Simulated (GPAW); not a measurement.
Crystal: ZrN.

```
Zr N
1.0
     0.00000    2.30000    2.30000
     2.30000    0.00000    2.30000
     2.30000    2.30000    0.00000
Zr N
1 1
Direct
  0.50000 0.50000 0.50000
  0.00000 0.00000 0.00000
```

| Property | Result |
| --- | --- |
| Program | GPAW 26.7.0 |
| Task | relaxation of cell and atoms |
| Functional | PBEsol |
| Potentials or basis | PAW data sets generated in the run's folder for this functional |
| Cutoff | 800 eV |
| Basis | pw |
| k mesh | 10 × 10 × 10 |
| Occupations | fermi-dirac, width 0.05 eV |
| Spin | no spin polarisation |

At the start: pressure -9.7 GPa; volume 12.17 Å³/atom.

**Question.** Where does the relaxation end?

**Answer.** Over 4 steps the energy falls by 12.9 meV/atom and the volume is 11.70 Å³/atom (-3.8 %); space group Fm-3m (No. 225, to 0.05 Å).

The path:
| step | energy change (eV) | largest force (eV/Å) | pressure (GPa) | volume (Å³) |
| --- | --- | --- | --- | --- |
| 1 | 0.0000 | 0.0000 | -9.68 | 24.33 |
| 2 | -0.0174 | 0.0000 | -5.95 | 23.95 |
| 3 | -0.0257 | 0.0000 | 0.29 | 23.38 |
| 4 | -0.0258 | 0.0000 | -0.01 | 23.41 |

Final structure:
```xyz
2
Lattice="0.0000 2.2704 2.2704 2.2704 0.0000 2.2704 2.2704 2.2704 0.0000" Properties=species:S:1:pos:R:3 pbc="T T T"
Zr    2.2704    2.2704    2.2704
N     0.0000    0.0000    0.0000
```

Caveat: later steps reuse the first step's grids.
